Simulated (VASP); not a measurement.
SrTiO3 in VASP 6.6.1, single-point calculation

INCAR

```
SIGMA = 0.02
LREAL = .FALSE.
LCHARG = .FALSE.
ENCUT = 520
EDIFF = 1E-7
NSW = 0
LWAVE = .FALSE.
LASPH = .TRUE.
GGA = PE
ISMEAR = -1
PREC = Accurate
NELM = 64
ISIF = 2
IBRION = -1
NBANDS = 28
```

KPOINTS

```
KPOINTS created by Atomic Simulation Environment
0
Gamma
3 3 3
0 0 0
```

POSCAR

```
Sr Ti O
 1.0000000000000000
     3.9849885316000000    0.0000000000000000    0.0000000000000000
     0.0000000000000000    3.9849885316000000    0.0000000000000000
     0.0000000000000000    0.0000000000000000    3.9849885316000000
 Sr  Ti  O
   1   1   3
Cartesian
  0.0000000000000000  0.0000000000000000  0.0000000000000000
  1.9924942657999998  1.9924942657999998  1.9924942657999998
  1.9924942657999998  1.9924942657999998  0.0000000000000000
  1.9924942657999998  0.0000000000000000  1.9924942657999998
  0.0000000000000000  1.9924942657999998  1.9924942657999998
```

The recommended PBE PAW datasets give the neutral cell 40 valence electrons.

Command

```
mpirun -np 1 vasp_std
```

OSZICAR

```
N       E                     dE             d eps       ncg     rms          rms(c)
DAV:   1     0.418851808648E+03    0.41885E+03   -0.21131E+04   224   0.158E+03
DAV:   2    -0.200061473934E+01   -0.42085E+03   -0.39979E+03   244   0.428E+02
DAV:   3    -0.483189746078E+02   -0.46318E+02   -0.45920E+02   312   0.136E+02
DAV:   4    -0.505790619948E+02   -0.22601E+01   -0.22555E+01   332   0.264E+01
DAV:   5    -0.506344288155E+02   -0.55367E-01   -0.55362E-01   316   0.302E+00    0.247E+01
DAV:   6    -0.400947325787E+02    0.10540E+02   -0.57817E+01   328   0.621E+01    0.137E+01
DAV:   7    -0.400862956716E+02    0.84369E-02   -0.73865E+00   280   0.202E+01    0.973E+00
DAV:   8    -0.400101161397E+02    0.76180E-01   -0.11306E+00   272   0.114E+01    0.311E+00
DAV:   9    -0.399917699105E+02    0.18346E-01   -0.23843E-01   276   0.389E+00    0.131E+00
DAV:  10    -0.399760645256E+02    0.15705E-01   -0.93412E-02   260   0.240E+00    0.558E-01
DAV:  11    -0.399731430941E+02    0.29214E-02   -0.14733E-02   348   0.113E+00    0.183E-01
DAV:  12    -0.399731623518E+02   -0.19258E-04   -0.15979E-03   284   0.426E-01    0.164E-01
DAV:  13    -0.399731024377E+02    0.59914E-04   -0.42014E-04   300   0.158E-01    0.644E-02
DAV:  14    -0.399730729576E+02    0.29480E-04   -0.32921E-04   280   0.169E-01    0.281E-02
DAV:  15    -0.399730733702E+02   -0.41263E-06   -0.26972E-05   300   0.352E-02    0.204E-02
DAV:  16    -0.399730741362E+02   -0.76597E-06   -0.33794E-06   256   0.152E-02    0.182E-02
DAV:  17    -0.399730727743E+02    0.13619E-05   -0.74292E-06   252   0.341E-02    0.426E-03
DAV:  18    -0.399730729415E+02   -0.16724E-06   -0.11139E-06   276   0.113E-02    0.203E-03
DAV:  19    -0.399730730266E+02   -0.85040E-07   -0.13127E-07   160   0.325E-03
   1 F= -.39973073E+02 E0= -.39973073E+02  d E =-.758251E-11
```

From OUTCAR

```
k-points           NKPTS =      4   k-points in BZ     NKDIM =      4   number of bands    NBANDS=     28

   NELECT =      40.0000    total number of electrons

   dimension x,y,z NGX =    30 NGY =   30 NGZ =   30
   dimension x,y,z NGXF=    60 NGYF=   60 NGZF=   60

  energy-cutoff  :      520.00
  volume of cell :       63.28
      direct lattice vectors                 reciprocal lattice vectors
     3.984988532  0.000000000  0.000000000     0.250941751  0.000000000  0.000000000
     0.000000000  3.984988532  0.000000000     0.000000000  0.250941751  0.000000000
     0.000000000  0.000000000  3.984988532     0.000000000  0.000000000  0.250941751

 k-points in reciprocal lattice and weights: KPOINTS created by Atomic Simulation Env
   0.00000000  0.00000000  0.00000000       0.037
   0.33333333  0.00000000  0.00000000       0.222
   0.33333333  0.33333333  0.00000000       0.444
   0.33333333  0.33333333  0.33333333       0.296

 E-fermi :   3.8993

 k-point     1 :       0.0000    0.0000    0.0000
  band No.  band energies     occupation
      1     -53.1208      2.00000
      2     -29.3254      2.00000
      3     -29.3254      2.00000
      4     -29.3254      2.00000
      5     -29.2967      2.00000
      6     -13.5094      2.00000
      7     -12.5806      2.00000
      8     -12.5806      2.00000
      9     -11.2683      2.00000
     10     -11.2683      2.00000
     11     -11.2683      2.00000
     12       0.9236      2.00000
     13       0.9236      2.00000
     14       0.9236      2.00000
     15       2.6288      2.00000
     16       2.6288      2.00000
     17       2.6288      2.00000
     18       3.3165      2.00000
     19       3.3165      2.00000
     20       3.3165      2.00000
     21       5.3597      0.00000
     22       5.3597      0.00000
     23       5.3597      0.00000
     24       7.4951      0.00000
     25       7.4951      0.00000
     26       9.0256      0.00000
     27       9.0256      0.00000
     28       9.3798      0.00000

 k-point     2 :       0.3333    0.0000    0.0000
  band No.  band energies     occupation
      1     -53.1200      2.00000
      2     -29.4090      2.00000
      3     -29.3239      2.00000
      4     -29.3239      2.00000
      5     -29.2391      2.00000
      6     -13.6320      2.00000
      7     -12.5552      2.00000
      8     -12.4638      2.00000
      9     -11.2409      2.00000
     10     -11.2409      2.00000
     11     -10.8509      2.00000
     12      -0.0932      2.00000
     13       0.9304      2.00000
     14       0.9304      2.00000
     15       1.6720      2.00000
     16       1.7480      2.00000
     17       1.7480      2.00000
     18       2.0556      2.00000
     19       3.0260      2.00000
     20       3.0260      2.00000
     21       5.4630      0.00000
     22       6.7239      0.00000
     23       6.7239      0.00000
     24       7.5007      0.00000
     25       9.1546      0.00000
     26      10.3153      0.00000
     27      10.3263      0.00000
     28      11.5750      0.00000

 ...

  Total       -1.9648493     -1.9648493     -1.9648493      0.0000000      0.0000000     -0.0000000
  in kB      -49.7460492    -49.7460492    -49.7460492      0.0000000      0.0000000     -0.0000000
  external PRESSURE =     -49.7460492 kB  Pullay stress =       0.0000000 kB

 POSITION                                       TOTAL-FORCE (eV/Angst)
 -----------------------------------------------------------------------------------
      0.00000      0.00000      0.00000         0.000000      0.000000      0.000000
      1.99249      1.99249      1.99249         0.000000      0.000000      0.000000
      1.99249      1.99249      0.00000         0.000000      0.000000      0.000000
      1.99249      0.00000      1.99249         0.000000      0.000000      0.000000
      0.00000      1.99249      1.99249         0.000000      0.000000      0.000000
 -----------------------------------------------------------------------------------
    total drift:                                0.000000      0.000000     -0.000000

  FREE ENERGIE OF THE ION-ELECTRON SYSTEM (eV)
  ---------------------------------------------------
  free  energy   TOTEN  =       -39.9730730266 eV

  energy  without entropy=      -39.9730730265  energy(sigma->0) =      -39.97307303
```

It converged. Results: gap between bands v and c on the k mesh 1.95 eV; least direct gap on the k mesh 2.04 eV; pressure -5.0 GPa. Band v is the last that the valence electrons fill when counted band by band, and c is the next.

These settings aren't sound, so the numbers aren't properties of the crystal.

On sound settings PBE gives a gap of 1.74 eV on its mesh and a pressure of -5.2 GPa for the intended cell.

The run took about 16 s on one core of a shared host (Intel Xeon Platinum 8488C) and held 0.16 GiB at most.
